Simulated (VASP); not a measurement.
# TiH2 (I4mm) in VASP: notebook, part 2 of 2

VASP 6.6.1. Earlier steps stand in the parts before.

## 3. Single point, PBEsol (all Ti atoms moved -0.500 Å, as atom 1 along Cartesian [0 0 1])

Contents of INCAR:

```
ALGO = Fast
EDIFF = 1E-6
ENCUT = 520
GGA = PS
ISIF = 2
ISMEAR = 0
LASPH = True
LCHARG = True
LELF = True
LREAL = False
LVHAR = True
LWAVE = False
NBANDS = 14
NELM = 60
PREC = Accurate
SIGMA = 0.15
```

Contents of KPOINTS:

```
k-points
0
Gamma
  20 20 20
```

Contents of POSCAR:

```
TiH2
1.0
   -1.5965000000      1.5965000000      2.1335000000
    1.5965000000     -1.5965000000      2.1335000000
    1.5965000000      1.5965000000     -2.1335000000
Ti H
1 2
Direct
   -0.1171783454     -0.1171783454      0.0000000000
    0.7500000000      0.2500000000      0.5000000000
    0.2500000000      0.7500000000      0.5000000000
```

Potentials or basis: VASP PAW PBE potentials, release 64 (Ti_sv, H).

Run with:

```console
$ cat potpaw_PBE.64/Ti_sv/POTCAR potpaw_PBE.64/H/POTCAR > POTCAR
$ mpirun -np 1 vasp_std > vasp.out
```

OUTCAR:

```text
EDIFF = 1E-6
   ENCUT = 520
   GGA = PS
   ISIF = 2
   ISMEAR = 0
   LASPH = True
   LREAL = False
   NELM = 60
   PREC = Accurate

 ion  position               nearest neighbor table
   1  0.883  0.883  0.000-   2 1.69   3 1.69   2 1.69   3 1.69
   2  0.750  0.250  0.500-   1 1.69   1 1.69
   3  0.250  0.750  0.500-   1 1.69   1 1.69

  LATTYP: Found a body centered tetragonal cell.
 ALAT       =     3.1930000000
 C/A-ratio  =     1.3363607892

  Lattice vectors:

 A1 = (  -1.5965000000,   1.5965000000,   2.1335000000)
 A2 = (   1.5965000000,  -1.5965000000,   2.1335000000)
 A3 = (   1.5965000000,   1.5965000000,  -2.1335000000)

Analysis of symmetry for initial positions (statically):
=====================================================================
 Subroutine PRICEL returns:
 Original cell was already a primitive cell.

 Routine SETGRP: Setting up the symmetry group for a
 body centered tetragonal supercell.

 Subroutine GETGRP returns: Found  8 space group operations
 (whereof  8 operations were pure point group operations)
 out of a pool of 16 trial point group operations.

The static configuration has the point symmetry C_4v.

Analysis of symmetry for dynamics (positions and initial velocities):
=====================================================================
 Subroutine PRICEL returns:
 Original cell was already a primitive cell.

 Routine SETGRP: Setting up the symmetry group for a
 body centered tetragonal supercell.

 Subroutine GETGRP returns: Found  8 space group operations
 (whereof  8 operations were pure point group operations)
 out of a pool of 16 trial point group operations.

The dynamic configuration has the point symmetry C_4v.

 Subroutine INISYM returns: Found  8 space group operations
 (whereof  8 operations are pure point group operations),
[... 125 lines left out ...]
   AEXX    =    0.0000 exact exchange contribution
   IVDW    =     0    specifies the selected vdW correction
   LEPSILON=     F    determine dielectric tensor
   LRPA    =     F    only Hartree local field effects (RPA)
 non-spin polarized calculation
 RMM-DIIS sequential band-by-band and
 Gauss-broadening in eV      SIGMA  =   0.15
  energy-cutoff  :      520.00
  volume of cell :       21.75
 maximum number of plane-waves:       600
   NGX = 11   NGY = 11   NGZ = 11

 number of electron      14.0000000 magnetization

 Free energy of the ion-electron system (eV)
  ---------------------------------------------------
  ext. energy  EPLUGINS =         0.00000000
  ---------------------------------------------------
  free energy    TOTEN  =       -15.58869669 eV

  energy without entropy =      -15.57016032  energy(sigma->0) =      -15.57942851

 E-fermi :   7.4834     XC(G=0): -11.6419

 val. band max:        7.4785403772   @ k =  -0.0500  -0.1000   0.0500
 cond. band min:       7.4857025004   @ k =  -0.0500   0.0500   0.0500
 fundamental gap:      0.0071621232
 Fermi energy:         7.4833539113

 k-point     1 :       0.0000    0.0000    0.0000
  band No.  band energies     occupation
      1     -49.3791      2.00000
      2     -25.5785      2.00000
      3     -25.5785      2.00000
      4     -25.5705      2.00000
      5      -2.7907      2.00000
      6       4.4254      2.00000
      7       7.4225      1.43358
      8       7.4225      1.43358
      9       8.8670      0.00000
     10       8.9828      0.00000
     11      12.6684      0.00000
     12      21.8571      0.00000
     13      22.4876      0.00000
     14      22.4876      0.00000
[... 377 lines left out ...]
      1     -49.3340      2.00000
      2     -25.8883      2.00000
      3     -25.6285      2.00000
      4     -25.6128      2.00000
      5      -0.5160      2.00000
      6       3.0429      2.00000
      7       7.3356      1.83639
      8       7.4944      0.91739
      9       9.0496      0.00000
     10       9.4520      0.00000
     11      13.2882      0.00000
     12      16.3042      0.00000
     13      19.0178      0.00000
     14      21.9284      0.00000

 [... further k-points ...]

------------------------ aborting loop because EDIFF is reached ----------------------------------------

  FORCE on cell =-STRESS in cart. coord.  units (eV):
  Direction    XX          YY          ZZ          XY          YZ          ZX
  --------------------------------------------------------------------------------------
  -------------------------------------------------------------------------------------
  Total        1.6434531      1.6434531     -0.1962838      0.0000000      0.0000000      0.0000000
  in kB      121.0535169    121.0535169    -14.4578748      0.0000000      0.0000000      0.0000000
  external PRESSURE =      75.8830530 kB  Pullay stress =       0.0000000 kB

 VOLUME and BASIS-vectors are now :
 -----------------------------------------------------------------------------
  energy-cutoff  :      520.00
  volume of cell :       21.75
      direct lattice vectors                 reciprocal lattice vectors
    -1.596500000  1.596500000  2.133500000     0.000000000  0.313185092  0.234356691
     1.596500000 -1.596500000  2.133500000     0.313185092  0.000000000  0.234356691
     1.596500000  1.596500000 -2.133500000     0.313185092  0.313185092  0.000000000

 POSITION                                       TOTAL-FORCE (eV/Angst)
 -----------------------------------------------------------------------------------
      0.00000      0.00000      3.76700         0.000000      0.000000      3.764234
     -0.00000      1.59650      1.06675         0.000000     -0.000000     -1.882117
      1.59650     -0.00000      1.06675        -0.000000      0.000000     -1.882117
 -----------------------------------------------------------------------------------
    total drift:                               -0.000000     -0.000000      0.000953

  FREE ENERGIE OF THE ION-ELECTRON SYSTEM (eV)
  ---------------------------------------------------
  free  energy   TOTEN  =       -15.5886966881 eV

  energy  without entropy=      -15.5701603238  energy(sigma->0) =      -15.57942851
```

OSZICAR:

```text
N       E                     dE             d eps       ncg     rms          rms(c)
DAV:   1     0.949152443767E+02    0.94915E+02   -0.64683E+03 17954   0.114E+03
DAV:   2    -0.979711793242E+01   -0.10471E+03   -0.10045E+03 18452   0.305E+02
DAV:   3    -0.178320807088E+02   -0.80350E+01   -0.79237E+01 31234   0.713E+01
[... 11 lines left out ...]
RMM:  15    -0.155886812106E+02   -0.37542E-05   -0.18382E-04 28184   0.940E-02    0.240E-02
RMM:  16    -0.155886917068E+02   -0.10496E-04   -0.75847E-05 28009   0.616E-02    0.107E-02
RMM:  17    -0.155886946033E+02   -0.28965E-05   -0.29970E-05 25804   0.313E-02    0.382E-03
RMM:  18    -0.155886960491E+02   -0.14458E-05   -0.13399E-05 23784   0.193E-02    0.214E-03
RMM:  19    -0.155886966881E+02   -0.63902E-06   -0.56581E-06 21911   0.126E-02
   1 F= -.15588697E+02 E0= -.15579429E+02  d E =-.185364E-01
```

stdout:

```text
POSCAR found type information on POSCAR TiH
 POSCAR found :  2 types and       3 ions
 scaLAPACK will be used
 -----------------------------------------------------------------------------
|                                                                             |
|                                                                             |
|     You enforced a specific xc type in the INCAR file but a different       |
|     I HOPE YOU KNOW WHAT YOU ARE DOING!                                     |
|                                                                             |
 -----------------------------------------------------------------------------

 LDA part: xc-table for (Slater+PW92), standard interpolation
 POSCAR, INCAR and KPOINTS ok, starting setup
 FFT: planning ... GRIDC
 FFT: planning ... GRID_SOFT
 FFT: planning ... GRID
 WAVECAR not read
 entering main loop
WARNING in EDDRMM: call to ZHEGV failed, returncode =   8  4     12
WARNING in EDDRMM: call to ZHEGV failed, returncode =   6  3      7
WARNING in EDDRMM: call to ZHEGV failed, returncode =   8  4     11
WARNING in EDDRMM: call to ZHEGV failed, returncode =   6  3      6
WARNING in EDDRMM: call to ZHEGV failed, returncode =   8  4      5
WARNING in EDDRMM: call to ZHEGV failed, returncode =   6  3      5
WARNING in EDDRMM: call to ZHEGV failed, returncode =   8  4      5
WARNING in EDDRMM: call to ZHEGV failed, returncode =   6  3      5
WARNING in EDDRMM: call to ZHEGV failed, returncode =   8  4     14
WARNING in EDDRMM: call to ZHEGV failed, returncode =   6  3     10
WARNING in EDDRMM: call to ZHEGV failed, returncode =   6  3      5
WARNING in EDDRMM: call to ZHEGV failed, returncode =   8  4      5
```

Run time: 3.3 min. Hardware: 1 thread of Intel Xeon Platinum 8559C (Emerald Rapids), shared host; peak memory 0.3 GiB.

Results:

```yaml
Free_energy: -15.5887 eV
Pressure: 7.6 GPa
Largest_force: 3.764 eV/Å
Band_gap_on_the_k_mesh: none (metal or under the smearing width)
```

Forces in eV/Å, atoms in the order of the input:
```
Ti   0.000  0.000  3.764
H    0.000  0.000 -1.882
H    0.000  0.000 -1.882
```

Stress tensor (GPa, compression positive):
```
12.11  0.00  0.00
 0.00 12.11  0.00
 0.00  0.00 -1.45
```

Caveat: the PAW data sets were made with another functional, which shifts forces and pressure a little.

## 4. Single point, PBEsol (all Ti atoms moved +0.312 Å, as atom 1 along Cartesian [0 0 1])

Contents of INCAR:

```
SYSTEM = TiH2
ALGO = Fast ; EDIFF = 1E-7
ENCUT = 520 ; GGA = PS
ISIF = 2 ; ISMEAR = 0
LASPH = .TRUE. ; LCHARG = .FALSE.
LREAL = .FALSE. ; LWAVE = .FALSE.
NBANDS = 14 ; NELM = 60
PREC = Accurate ; SIGMA = 0.15
```

Contents of KPOINTS:

```
k-points
0
G
  20 20 20
  0 0 0
```

Edit POSCAR of step 3 so:

```diff
@@ -8,3 +8,3 @@
 Direct
-   -0.1171783454     -0.1171783454      0.0000000000
+    0.0732364659      0.0732364659      0.0000000000
     0.7500000000      0.2500000000      0.5000000000
```

Run with:

```console
$ cat potpaw_PBE.64/Ti_sv/POTCAR potpaw_PBE.64/H/POTCAR > POTCAR
$ mpirun -np 1 vasp_std > vasp.out
```

It took 3.5 min on 1 thread of Intel Xeon Platinum 8559C (Emerald Rapids), shared host; peak memory 0.3 GiB.

The run converged. Its results:

```yaml
Free_energy: -16.2010 eV
Pressure: 0.1 GPa
Largest_force: 2.666 eV/Å
Band_gap_on_the_k_mesh: none (metal or under the smearing width)
```

Forces in eV/Å, atoms in the order of the input:
```
Ti   0.000  0.000 -2.666
H    0.000  0.000  1.333
H    0.000  0.000  1.333
```

Stress tensor (GPa, compression positive):
```
 1.66  0.00  0.00
 0.00  1.66  0.00
 0.00  0.00 -2.98
```

Levels at points of the mesh, in eV from the Fermi level:
```tsv
k point	band 3	band 4	band 5	band 6	band 7	band 8	band 9	band 10	band 11	band 12
(0.00, 0.00, 0.00)	-33.10	-33.10	-10.36	-1.97	-0.21	-0.21	1.36	1.64	3.25	14.21
(0.50, 0.00, 0.00)	-33.16	-33.15	-7.09	-5.06	-0.28	0.05	2.19	2.45	4.67	7.47
(0.50, 0.50, 0.00)	-33.25	-33.22	-5.27	-5.26	-2.98	2.23	2.41	2.64	5.18	6.85
(0.50, 0.50, 0.50)	-33.25	-33.25	-6.34	-5.21	-1.98	2.45	2.50	2.50	7.19	7.19
```

Caveat: the PAW data sets were made with another functional, which shifts forces and pressure a little.

## 5. The runs side by side

```tsv
cell	further INCAR settings	gap on the mesh (eV)	pressure (GPa)	largest force (eV/Å)
all Ti atoms moved -0.250 Å, as atom 1 along Cartesian [0 0 1]	ALGO = Fast; EDIFF = 1e-06; NBANDS = 14	none	-1.8	2.19
all Ti atoms moved -0.500 Å, as atom 1 along Cartesian [0 0 1]	ALGO = Fast; EDIFF = 1e-06; NBANDS = 14	none	7.6	3.76
all Ti atoms moved +0.312 Å, as atom 1 along Cartesian [0 0 1]	ALGO = Fast; EDIFF = 1e-07; NBANDS = 14	none	0.1	2.67
```

Alike in all rows: task single point; level PBEsol; potentials or basis VASP PAW PBE potentials, release 64 (Ti_sv, H); no spin polarisation; k mesh 20 × 20 × 20; cutoff (eV) 520; smearing gaussian 0.15 eV.

Caveats: the PAW data sets were made with another functional, which shifts forces and pressure a little.

Absolute energies hang on the potentials; compare differences alone.
